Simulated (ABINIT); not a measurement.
A run of ABINIT 10.8.3 (patched build) is set up as follows.

File run.abi:

```
# Pseudopotentials
pp_dirpath "./"
pseudos "Mo.GGA_PBE-JTH.xml, S.GGA_PBE-JTH.xml"

# Structure
acell 3.2274645616 3.2274645615 6.31247342 Angstrom
rprim
     1.0000000000     0.0000000000     0.0000000000
    -0.5000000000     0.8660254038     0.0000000000
     0.0000000000     0.0000000000     1.0000000000
ntypat 2
znucl 42 16
natom 3
typat 1 2 2
xcart
     0.0102068567    -0.0510574761     3.1517990412
     1.5960538437     0.9006737793     4.7232261744
    -0.0310820975     1.9198667550     1.5943035368 Angstrom
chkprim 0
chksymtnons 0
tolsym 1.0e-6

# Plane-wave basis
ecut 20.0
pawecutdg 40.0
pawxcdev 0

# k points
kptopt 1
ngkpt 9 9 4
nshiftk 1
shiftk 0.0 0.0 0.0

# Exchange and correlation
ixc 11

# Bands and occupations
nband 17
occopt 3
tsmear 0.05 eV

# SCF cycle
nstep 100
tolvrs 1.0e-9

# Output
iomode 3
prtwf 0
prtden 0
prteig 0
prtebands 0
enunit 2
```

Potentials or basis: JTH PAW PBE v2.0.

Command:

```console
$ abinit run.abi > log 2>&1
```

Predict the largest force.

0.568 eV/Å.

What does it give for the pressure?

-0.3 GPa.

Predict the band gap on the k mesh.

none (metal or under the smearing width).

Stress tensor (GPa, compression positive):
```
 0.15 -0.43 -0.66
-0.43 -1.75  2.75
-0.66  2.75  0.63
```
